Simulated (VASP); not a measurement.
# MgH₂: molecular dynamics at constant energy

MgH₂, Fm-3m (no. 225), 12 atoms in the cell. PBE, molecular dynamics; PAW potentials Mg, H (PBE set).

Ensemble: NVE; Starting temperature (K): 1600.

## Input

INCAR:
```
SYSTEM = MgH2
  ALGO = Normal
  EDIFF = 1E-6
  ENCUT = 250
  GGA = PE
  IBRION = 0
  ISIF = 2
  ISMEAR = 0
  ISYM = 0
  KPAR = 2
  LASPH = .TRUE.
  LCHARG = .FALSE.
  LREAL = Auto
  LWAVE = .FALSE.
  MDALGO = 2
  NELM = 60
  NELMIN = 4
  NSW = 60
  POTIM = 0.5
  PREC = Normal
  RANDOM_SEED = 733089 0 0
  SIGMA = 0.05
  SMASS = -3
  TEBEG = 1600
```

KPOINTS:
```
k-points
0
Monkhorst-Pack
  2 2 2
```

POSCAR:
```
MgH2
1.0
    4.7621343334      0.0000000000      0.0000000000
    0.0000000000      4.7621343334      0.0000000000
    0.0000000000      0.0000000000      4.7621343334
Mg H
4 8
Direct
    0.0000000000      0.0000000000      0.0000000000
    0.0000000000      0.5000000000      0.5000000000
    0.5000000000      0.0000000000      0.5000000000
    0.5000000000      0.5000000000      0.0000000000
    0.2500000000      0.7500000000      0.7500000000
    0.2500000000      0.2500000000      0.7500000000
    0.2500000000      0.2500000000      0.2500000000
    0.2500000000      0.7500000000      0.2500000000
    0.7500000000      0.7500000000      0.2500000000
    0.7500000000      0.2500000000      0.2500000000
    0.7500000000      0.2500000000      0.7500000000
    0.7500000000      0.7500000000      0.7500000000
```

Commands:
```
cat potpaw_PBE.64/Mg/POTCAR potpaw_PBE.64/H/POTCAR > POTCAR
mpirun -np 2 vasp_std > vasp.out
```

## Result

- Rise of the mean potential energy above the start (meV/atom): 77.8
- Mean temperature (K): 945
- Electronic steps per ionic step after the first: 4.7

Course of the run:

| Time (fs) | Temperature (K) | Potential energy less the first (meV/atom) |
|---|---|---|
| 0 | 1600 | 0.0 |
| 3 | 1337 | 31.2 |
| 5 | 893 | 84.0 |
| 8 | 669 | 110.6 |
| 10 | 962 | 75.6 |
| 12 | 1231 | 43.7 |
| 14 | 1029 | 67.7 |
| 16 | 588 | 120.2 |
| 18 | 562 | 123.3 |
| 21 | 914 | 81.4 |
| 23 | 1151 | 53.3 |
| 26 | 1102 | 59.0 |
| 28 | 774 | 98.1 |
| 30 | 484 | 132.5 |

The mean temperature lies below the starting 1600 K, since the atoms start on their sites and part of their kinetic energy turns into potential energy.

REPORT:
```
MDALGO =   2
               SCALING =       0
                 CNEXP =     9.000   14.000
           RANDOM_SEED =            733089                0                0

   original number of atomic DOF:         33
   number of independent constraints:      0
   number of active DOF:                  33

========================================
         MD step No.       1
========================================

  Atomic velocities initialized by STEP_tb

  >Energies
                    E_tot             E_pot             E_kin               EPS                ES
   e_b>   -0.32259297E+02   -0.34534286E+02    0.22749898E+01    0.00000000E+00    0.00000000E+00

  >Temperature
               T_sim     T_inst
   tmprt>   1600.000   1600.000

  >Thermostat:
           s(n+1) sdot(n+1)      s(n)   sdot(n)        Qs
   s_b>   0.00000   0.00000   0.00000   0.00000  -3.00000

           RANDOM_SEED =            733089               72                0

[... steps left out ...]

========================================
         MD step No.      60
========================================

  >Energies
                    E_tot             E_pot             E_kin               EPS                ES
   e_b>   -0.32255671E+02   -0.32944277E+02    0.68860645E+00    0.00000000E+00    0.00000000E+00

  >Temperature
               T_sim     T_inst
   tmprt>   1600.000    484.297

  >Thermostat:
           s(n+1) sdot(n+1)      s(n)   sdot(n)        Qs
   s_b>   0.00000   0.00000   0.00000   0.00000  -3.00000

           RANDOM_SEED =            733089               72                0
```

OSZICAR:
```
N       E                     dE             d eps       ncg     rms          rms(c)
DAV:   1    -0.521379205243E+01   -0.52138E+01   -0.37037E+03   120   0.458E+02
DAV:   2    -0.352731595431E+02   -0.30059E+02   -0.28343E+02   177   0.839E+01
DAV:   3    -0.367835490208E+02   -0.15104E+01   -0.15079E+01   162   0.206E+01
DAV:   4    -0.367900589390E+02   -0.65099E-02   -0.65097E-02   148   0.147E+00
DAV:   5    -0.367901170976E+02   -0.58159E-04   -0.58159E-04   169   0.144E-01    0.869E+00
DAV:   6    -0.351423284329E+02    0.16478E+01   -0.86699E-01   120   0.482E+00    0.458E+00
DAV:   7    -0.345211871555E+02    0.62114E+00   -0.13155E+00   120   0.608E+00    0.731E-01
DAV:   8    -0.345347241982E+02   -0.13537E-01   -0.29847E-02   120   0.102E+00    0.155E-01
DAV:   9    -0.345342039049E+02    0.52029E-03   -0.15217E-03   134   0.220E-01    0.327E-02
DAV:  10    -0.345342932364E+02   -0.89332E-04   -0.13542E-04   120   0.675E-02    0.212E-02
DAV:  11    -0.345342865496E+02    0.66868E-05   -0.17802E-05   127   0.197E-02    0.384E-03
DAV:  12    -0.345342863915E+02    0.15811E-06   -0.54083E-07    60   0.505E-03
[... left out ...]
     58 T=   540. E= -.32255668E+02 F= -.33023090E+02 E0= -.33023090E+02  EK= 0.76742E+00 SP= 0.00E+00 SK= 0.00E+00
     59 T=   500. E= -.32255512E+02 F= -.32966208E+02 E0= -.32966208E+02  EK= 0.71070E+00 SP= 0.00E+00 SK= 0.00E+00
[... last step whole ...]
       N       E                     dE             d eps       ncg     rms          rms(c)
DAV:   1    -0.329442344902E+02    0.21974E-01   -0.33890E-04   120   0.798E-01    0.576E-03
DAV:   2    -0.329442766442E+02   -0.42154E-04   -0.41538E-04   120   0.166E-01    0.574E-03
DAV:   3    -0.329442767931E+02   -0.14897E-06   -0.63790E-07   137   0.590E-03    0.465E-03
DAV:   4    -0.329442770561E+02   -0.26291E-06   -0.55525E-07    60   0.565E-03
     60 T=   484. E= -.32255671E+02 F= -.32944277E+02 E0= -.32944277E+02  EK= 0.68861E+00 SP= 0.00E+00 SK= 0.00E+00
```

Limits: 30 fs of 12 atoms are too short for converged averages; the cell is only 4.8 Å across, so each atom moves in step with near copies of itself.

VASP 6.6.1 took 103 s on 2 cores (Intel Xeon Platinum 8375C @ 2.90GHz (Ice Lake)), a shared host.
